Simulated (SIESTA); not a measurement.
# Ge: equation of state with PBE

The system is Ge.

```
Ge
1.0
     1.39715   -2.60052    0.00000
     1.39715    2.60052    0.00000
     0.00000    0.00000    2.69823
Ge
1
Cartesian
  1.3971 0.0000 0.0000
```

This isn't the form of Ge at room conditions, which is diamond.

```yaml
Program: SIESTA 5.4.2
Task: equation of state
Functional: PBE
Potentials_or_basis: PseudoDojo 0.4 standard (PBE files)
Basis: DZP (energy shift 0.002 Ry)
Grid_cutoff: 800 Ry
Energy_shift: 0.002 Ry
k_mesh: 11 × 11 × 10
Occupations: fermi-dirac, width 0.05 eV
Spin: no spin polarisation
```

```yaml
Equilibrium_volume: 20.39 Å³/atom
Bulk_modulus_at_fixed_shape_and_positions: 56 GPa
Pressure_derivative_of_the_bulk_modulus: "4.9 (rough: it moves with the points fitted)"
```

Energy against volume, from the lowest point:
```csv
volume (Å³/atom),energy (meV/atom)
18.431,40.27
18.823,24.82
19.215,13.40
19.607,5.52
19.999,1.59
20.391,0.00
20.783,1.35
```

All runs of the series together: 5.5 min on 1 thread of Arm Neoverse V1, with other jobs on the host.

Caveat: semicore shells carry a single zeta, which can move pressures by several GPa and volumes by a few percent; the cell was scaled at fixed shape and fractional positions, which overstates the stiffness of a crystal with free parameters, most of all of layers and chains; the basis of atomic orbitals isn't converged, which shifts pressures, moduli and gaps.
